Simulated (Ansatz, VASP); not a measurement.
**CdS: VASP beside Ansatz**

```
Cd S
1.0
     0.00000    2.75324    2.75324
     2.75324    0.00000    2.75324
     2.75324    2.75324    0.00000
Cd S
1 1
Direct
  0.00000 0.00000 0.00000
  0.50000 0.50000 0.50000
```

Measurements of this composition are mostly on another form, of space group No. 186.

Alike in both runs: task single point; functional PBE; k mesh 6 × 6 × 6; occupations gaussian, width 0.1 eV; no spin polarisation.

|  | VASP | Ansatz |
| --- | --- | --- |
| version | VASP 6.6.1 | Ansatz 0.2.0 |
| potentials or method | VASP PAW PBE potentials, release 64 (Cd, S) | scalar-relativistic, plane waves, PAW |
| plane-wave cutoff (eV) | 520 | 420 |
| valence electrons in the cell | 18 | 26 |

VASP gave:

| Item | Value |
| --- | --- |
| gap on the k mesh at the Fermi level (eV) | 0.25 |
| least direct gap on the mesh (eV) | 1.53 |
| pressure (GPa) | -0.1 |

Task: Which values does Ansatz return?

Result: gap on the k mesh at the Fermi level (eV): 0.26; least direct gap on the mesh (eV): 1.55; pressure (GPa): -0.4.

The two sets of potentials don't hold the same shells in valence.

A k mesh can miss the band edges.
